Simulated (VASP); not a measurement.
# PtSe2 (P-3m1) in VASP: further runs

Aim: see how the results for PtSe2 move with the level of theory and the settings. Levels: PBE+D3(BJ), LDA, rev-vdW-DF2, optB88-vdW. Tasks: relaxation of the atoms.

All numbers are computed with VASP 6.6.1; they aren't measurements. Logs are shortened: lines on timing, memory, paths and dates and some standing lists are left out, and cuts for length are marked.

**1. The structure**

The structure is trigonal, space group P-3m1 (No. 164). The conventional cell has a = 3.724 Å, b = 3.724 Å, c = 4.809 Å, α = 90.00°, β = 90.00°, γ = 120.00°. Pt (site symmetry -3m) is surrounded by 6 Se at 2.49 Å. Se (site symmetry 3m) has 3 Pt at 2.49 Å as nearest neighbours.

**2. Relaxation of the atoms, PBE+D3(BJ)**

File INCAR:

```
SYSTEM = PtSe2
ALGO = Fast
EDIFF = 1E-7
EDIFFG = -0.01
ENCUT = 520
GGA = PE
IBRION = 2
ISIF = 2
ISMEAR = 0
IVDW = 12
KPAR = 2
LASPH = .True.
LCHARG = .False.
LREAL = .False.
LWAVE = .False.
NELM = 80
NSW = 60
PREC = Accurate
SIGMA = 0.05
```

File KPOINTS:

```
k-points
0
Gamma
  10 10 8
  0 0 0
```

File POSCAR:

```
PtSe2
1.0
    3.7240000000      0.0000000000      0.0000000000
   -1.8620000000      3.2250786000      0.0000000000
    0.0000000000      0.0000000000      4.8089000000
Pt Se
1 2
Direct
    0.0000000000      0.0000000000      0.0000000000
    0.3333333300      0.6666666700      0.2631578900
    0.6666666700      0.3333333300      0.7368421100
```

Potentials or basis: VASP PAW PBE potentials, release 64 (Pt, Se).

Command:

```
$ cat potpaw_PBE.64/Pt/POTCAR potpaw_PBE.64/Se/POTCAR > POTCAR
$ mpirun -np 2 vasp_std > vasp.out
```

OUTCAR:

```text
SYSTEM = PtSe2
   EDIFF = 1E-7
   EDIFFG = -0.01
   ENCUT = 520
   GGA = PE
   IBRION = 2
   ISIF = 2
   ISMEAR = 0
   IVDW = 12
   LASPH = .True.
   LREAL = .False.
   NELM = 80
   NSW = 60
   PREC = Accurate
 IVDW          = 12

 ion  position               nearest neighbor table
   1  0.000  0.000  0.000-   2 2.49   3 2.49   2 2.49   3 2.49   3 2.49   2 2.49
   2  0.333  0.667  0.263-   1 2.49   1 2.49   1 2.49
   3  0.667  0.333  0.737-   1 2.49   1 2.49   1 2.49

  LATTYP: Found a hexagonal cell.
 ALAT       =     3.7240000000
 C/A-ratio  =     1.2913265306

  Lattice vectors:

 A1 = (   3.7240000000,   0.0000000000,   0.0000000000)
 A2 = (  -1.8620000000,   3.2250786000,   0.0000000000)
 A3 = (   0.0000000000,   0.0000000000,   4.8089000000)

Analysis of symmetry for initial positions (statically):
=====================================================================
 Subroutine PRICEL returns:
 Original cell was already a primitive cell.

 Routine SETGRP: Setting up the symmetry group for a
 hexagonal supercell.

 Subroutine GETGRP returns: Found 12 space group operations
 (whereof 12 operations were pure point group operations)
 out of a pool of 24 trial point group operations.

The static configuration has the point symmetry D_3d.

Analysis of symmetry for dynamics (positions and initial velocities):
=====================================================================
 Subroutine PRICEL returns:
 Original cell was already a primitive cell.

 Routine SETGRP: Setting up the symmetry group for a
 hexagonal supercell.

 Subroutine GETGRP returns: Found 12 space group operations
 (whereof 12 operations were pure point group operations)
 out of a pool of 24 trial point group operations.

The dynamic configuration has the point symmetry D_3d.

 Subroutine INISYM returns: Found 12 space group operations
 (whereof 12 operations are pure point group operations),
 and found     1 'primitive' translations

----------------------------------------------------------------------------------------

                                     Primitive cell

  volume of cell :      57.7558

  direct lattice vectors                    reciprocal lattice vectors
     3.724000000  0.000000000  0.000000000     0.268528464  0.155034981  0.000000000
    -1.862000000  3.225078600  0.000000000     0.000000000  0.310069962  0.000000000
     0.000000000  0.000000000  4.808900000     0.000000000  0.000000000  0.207947764

  length of vectors
     3.724000000  3.723999997  4.808900000     0.310069962  0.310069962  0.207947764

  position of ions in fractional coordinates (direct lattice)
     0.000000000  0.000000000  0.000000000
     0.333333330  0.666666670  0.263157890
     0.666666670  0.333333330  0.736842110

  ion indices of the primitive-cell ions
   primitive index   ion index
                 1           1
                 2           2
                 3           3

----------------------------------------------------------------------------------------

 KPOINTS: k-points

Automatic generation of k-mesh.
 Grid dimensions read from file:
 generate k-points for:   10   10    8

 Generating k-lattice:

  Cartesian coordinates                     Fractional coordinates (reciprocal lattice)
     0.026852846  0.015503498  0.000000000     0.100000000 -0.000000000  0.000000000
     0.000000000  0.031006996  0.000000000     0.000000000  0.100000000  0.000000000
     0.000000000  0.000000000  0.025993470     0.000000000  0.000000000  0.125000000

  Length of vectors
     0.031006996  0.031006996  0.025993470

  Shift w.r.t. Gamma in fractional coordinates (k-lattice)
     0.000000000  0.000000000  0.000000000

 Subroutine IBZKPT returns following result:
 ===========================================

 Found     94 irreducible k-points:

 Following reciprocal coordinates:
            Coordinates               Weight
  0.000000  0.000000  0.000000      1.000000
  0.100000  0.000000  0.000000      6.000000
  0.200000  0.000000  0.000000      6.000000
  0.300000  0.000000  0.000000      6.000000
  0.400000  0.000000  0.000000      6.000000
  0.500000  0.000000  0.000000      3.000000
[... 16 lines left out ...]
  0.000000  0.400000  0.125000      6.000000
  0.500000  0.000000  0.125000      6.000000
 [... further k-points ...]
   k-points           NKPTS =     94   k-points in BZ     NKDIM =     94   number of bands    NBANDS=     15
   number of dos      NEDOS =    301   number of ions     NIONS =      3
   total plane-waves  NPLWV =  28224
   dimension x,y,z NGX =    28 NGY =   28 NGZ =   36
   dimension x,y,z NGXF=    56 NGYF=   56 NGZF=   72
   ions per type =               1   2
   NGX,Y,Z   is equivalent  to a cutoff of  12.50, 12.50, 12.45 a.u.
   NGXF,Y,Z  is equivalent  to a cutoff of  25.00, 25.00, 24.89 a.u.
 SYSTEM =  PtSe2
   PREC   = accura    normal or accurate (medium, high low for compatibility)
   ISTART =      0    job   : 0-new  1-cont  2-samecut
   ICHARG =      2    charge: 1-file 2-atom 10-const
   ISPIN  =      1    spin polarized calculation?
   LNONCOLLINEAR =      F non collinear calculations
   LSORBIT =      F    spin-orbit coupling
   LASPH  =      T    aspherical Exc in radial PAW
   ENCUT  =  520.0 eV  38.22 Ry    6.18 a.u.   6.92  6.92  8.94*2*pi/ulx,y,z
   NELM   =     80;   NELMIN=  2; NELMDL= -5     # of ELM steps
   EDIFF  = 0.1E-06   stopping-criterion for ELM
   LREAL  =      F    real-space projection
   EDIFFG = -.1E-01   stopping-criterion for IOM
   NSW    =     60    number of steps for IOM
   IBRION =      2    ionic relax: 0-MD 1-quasi-New 2-CG
   NFREE  =      1    steps in history (QN), initial steepest desc. (CG)
   ISIF   =      2    stress and relaxation
   ISYM   =      2    0-nonsym 1-usesym 2-fastsym
   POTIM  = 0.5000    time-step for ionic-motion
   TEBEG  =    0.0;   TEEND  =   0.0 temperature during run
   PSTRESS=    0.0 pullay stress
   NELECT =      22.0000    total number of electrons
   NUPDOWN=      -1.0000    fix difference up-down
   EMIN   =  10.00;   EMAX   =-10.00  energy-range for DOS
   EFERMI =   0.00;   METHOD = LEGACY
   ISMEAR =     0;   SIGMA  =   0.05  broadening in eV -4-tet -1-fermi 0-gaus
   EFERMI_NEDOS =   21; number of points for ismear=-14 and -15
   IALGO  =     68    algorithm
   IMIX   =      4    mixing-type and parameters
     AMIX     =   0.40;   BMIX     =  1.00
     AMIX_MAG =   1.60;   BMIX_MAG =  1.00
  volume/ion in A,a.u.               =      19.25       129.92
  Fermi-wavevector in a.u.,A,eV,Ry     =   1.186726  2.242587 19.161340  1.408319
  Thomas-Fermi vector in A             =   2.322893
   LORBIT       =      0    0 simple, 1 ext, 2 COOP (PROOUT), +10 PAW based schemes
   GGA     = PE    functional components
   LHFCALC =     F    Hartree Fock is set to
   AEXX    =    0.0000 exact exchange contribution
   IVDW    =    12    specifies the selected vdW correction
   LEPSILON=     F    determine dielectric tensor
   LRPA    =     F    only Hartree local field effects (RPA)
 conjugate gradient relaxation of ions
 non-spin polarized calculation
 RMM-DIIS sequential band-by-band and
 Gauss-broadening in eV      SIGMA  =   0.05
  energy-cutoff  :      520.00
  volume of cell :       57.76
 maximum number of plane-waves:      1588
   NGX = 13   NGY = 13   NGZ = 17

--------------------------------------- Ionic step        1  -------------------------------------------

 number of electron      21.9999996 magnetization

 Free energy of the ion-electron system (eV)
  ---------------------------------------------------
  ext. energy  EPLUGINS =         0.00000000
  ---------------------------------------------------
  free energy    TOTEN  =       -14.12379136 eV

  energy without entropy =      -14.12240746  energy(sigma->0) =      -14.12309941

------------------------ aborting loop because EDIFF is reached ----------------------------------------

 Edisp (eV)   -1.51205

 E8    (eV) :    -0.6493

  FORCE on cell =-STRESS in cart. coord.  units (eV):
  Direction    XX          YY          ZZ          XY          YZ          ZX
  --------------------------------------------------------------------------------------
  -------------------------------------------------------------------------------------
  Total       1.99968     1.99968     1.27505     0.00000     0.00000     0.00000
  in kB      55.47230    55.47230    35.37070     0.00000     0.00000     0.00000
  external pressure =       48.77 kB  Pullay stress =        0.00 kB
[... 63 lines left out ...]
  energy  without entropy=      -15.6474204549  energy(sigma->0) =      -15.64813295

--------------------------------------- Ionic step        3  -------------------------------------------

 number of electron      22.0000000 magnetization

 Free energy of the ion-electron system (eV)
  ---------------------------------------------------
  ext. energy  EPLUGINS =         0.00000000
  ---------------------------------------------------
  free energy    TOTEN  =       -14.13746887 eV

  energy without entropy =      -14.13614063  energy(sigma->0) =      -14.13680475

 E-fermi :   7.0844     XC(G=0): -10.9762

 val. band max:        7.0721020714   @ k =  -0.1000   0.3000   0.3750
 cond. band min:       7.0960633811   @ k =   0.0000   0.1000   0.2500
 fundamental gap:      0.0239613097
 Fermi energy:         7.0843827165

 k-point     1 :       0.0000    0.0000    0.0000
  band No.  band energies     occupation
      1      -8.7828      2.00000
      2      -5.5481      2.00000
      3      -0.2827      2.00000
      4       0.7877      2.00000
      5       0.7877      2.00000
      6       3.2082      2.00000
      7       3.2082      2.00000
      8       4.4869      2.00000
      9       6.1226      2.00000
     10       6.1226      2.00000
     11       7.9172      0.00000
     12       8.1057      0.00000
     13       8.1057      0.00000
     14      10.4342      0.00000
     15      11.3966      0.00000
[... 397 lines left out ...]
 k-point    24 :       0.5000    0.0000    0.1250
  band No.  band energies     occupation
      1      -6.9301      2.00000
      2      -6.5766      2.00000
      3      -0.2559      2.00000
      4       1.4121      2.00000
      5       1.5155      2.00000
      6       3.0814      2.00000
      7       3.2400      2.00000
      8       3.4800      2.00000
      9       3.7536      2.00000
     10       3.8616      2.00000
     11       4.3439      2.00000
     12       7.8845      0.00000
     13       9.3343      0.00000
     14      11.9387      0.00000
     15      12.5900      0.00000

 [... further k-points ...]

------------------------ aborting loop because EDIFF is reached ----------------------------------------

 Edisp (eV)   -1.51349

 E8    (eV) :    -0.6502

  FORCE on cell =-STRESS in cart. coord.  units (eV):
  Direction    XX          YY          ZZ          XY          YZ          ZX
  --------------------------------------------------------------------------------------
  -------------------------------------------------------------------------------------
  Total       1.23881     1.23881     0.45016    -0.00000     0.00000     0.00000
  in kB      34.36537    34.36537    12.48765    -0.00000     0.00000     0.00000
  external pressure =       27.07 kB  Pullay stress =        0.00 kB
[... 18 lines left out ...]
  FREE ENERGIE OF THE ION-ELECTRON SYSTEM (eV)
  ---------------------------------------------------
  free  energy   TOTEN  =       -15.6509546493 eV

  energy  without entropy=      -15.6496264101  energy(sigma->0) =      -15.65029053

 reached required accuracy - stopping structural energy minimisation
```

Wall time 2.1 min (2 MPI ranks of Intel Xeon Platinum 8259CL at 2.50GHz (Skylake/Cascade Lake), shared host); peak memory 0.23 GiB.

Results:

- Free energy: -15.6510 eV
- Energy gained by relaxing: 5.0 meV/atom
- Ionic steps: 3
- Pressure after relaxing: 2.7 GPa
- Largest force after relaxing: 0.008 eV/Å
- Band gap on the k mesh: none (metal or under the smearing width)
- Dispersion energy per atom: -0.504 eV

Forces in eV/Å, atoms in the order of the input:
```
Pt   0.000  0.000  0.000
Se   0.000  0.000 -0.008
Se   0.000  0.000  0.008
```

Step by step:
| step | energy change (eV) | largest force (eV/Å) | pressure (GPa) |
| --- | --- | --- | --- |
| 1 | 0.0000 | 0.4443 | 4.88 |
| 2 | -0.0130 | 0.1654 | 3.51 |
| 3 | -0.0151 | 0.0079 | 2.71 |

Final structure:
```xyz
3
Lattice="3.7240 0.0000 0.0000 -1.8620 3.2251 0.0000 0.0000 0.0000 4.8089" Properties=species:S:1:pos:R:3 pbc="T T T"
Pt    0.0000    0.0000    0.0000
Se    0.0000    2.1501    1.3004
Se    1.8620    1.0750    3.5085
```

Caveat: pairwise dispersion overbinds metals, which lowers pressure and volume. Spin-orbit coupling is left out, which matters for the levels of Pt.

**3. Relaxation of the atoms, LDA**

File INCAR:

```
SYSTEM = PtSe2
PREC     = Accurate       ! precision mode
ENCUT    = 520            ! plane-wave cutoff, eV
EDIFF    = 1E-6           ! SCF threshold, eV
ISMEAR   = 0              ! smearing method
SIGMA    = 0.05           ! smearing width, eV
LREAL    = .FALSE.        ! projectors in reciprocal space
LASPH    = .TRUE.         ! aspherical terms in the spheres
NELM     = 60             ! most SCF steps
ALGO     = Fast           ! electronic algorithm
ISIF     = 2              ! what is computed and relaxed
LWAVE    = .FALSE.        ! write WAVECAR
LCHARG   = .FALSE.        ! write CHGCAR
IBRION   = 2              ! ionic algorithm
NSW      = 40             ! ionic steps
EDIFFG   = -0.01          ! ionic threshold
KPAR     = 2
```

File KPOINTS:

```
Automatic mesh
0
G
  10 10 8
  0 0 0
```

POSCAR is that of step 2.

Potentials or basis: VASP PAW LDA potentials, release 64 (Pt, Se).

Command:

```
$ cat potpaw_LDA.64/Pt/POTCAR potpaw_LDA.64/Se/POTCAR > POTCAR
$ mpirun -np 2 vasp_std > vasp.out
```

It took 40 s on 2 MPI ranks of Intel Xeon Platinum 8488C (Sapphire Rapids), shared host; peak memory 0.2 GiB.

It converged, with:

| Property | Result |
| --- | --- |
| Free energy | -17.0906 eV |
| Energy gained by relaxing | 0.3 meV/atom |
| Ionic steps | 3 |
| Pressure after relaxing | 0.7 GPa |
| Band gap on the k mesh | none (metal or under the smearing width) |

Stress tensor (GPa, compression positive):
```
 1.13  0.00  0.00
 0.00  1.13  0.00
 0.00  0.00 -0.20
```

The path:
```
step  energy change (eV)  largest force (eV/Å)  pressure (GPa)
   1              0.0000                0.1103            1.25
   2             -0.0008                0.0435            0.93
   3             -0.0010                0.0012            0.69
```

Final structure:
```
CELL_PARAMETERS angstrom
3.72400 0.00000 0.00000
-1.86200 3.22508 0.00000
0.00000 0.00000 4.80890
ATOMIC_POSITIONS crystal
Pt 0.00000 0.00000 0.00000
Se 0.33333 0.66667 0.26498
Se 0.66667 0.33333 0.73502
```

Levels at points of the mesh, in eV from the Fermi level:
```tsv
k point	band 8	band 9	band 10	band 11	band 12	band 13	band 14	band 15
(0.00, 0.00, 0.00)	-2.55	-1.00	-1.00	0.82	1.14	1.14	3.22	4.23
(0.50, 0.00, 0.00)	-3.78	-3.42	-3.35	-2.97	0.51	2.60	5.10	6.04
(0.00, 0.00, 0.50)	-3.05	-1.71	-1.71	-1.66	2.43	2.43	4.92	6.62
(0.50, 0.00, 0.50)	-3.44	-3.16	-2.65	-1.14	0.65	1.56	4.73	4.99
```

(Part 1 of 2 ends here.)
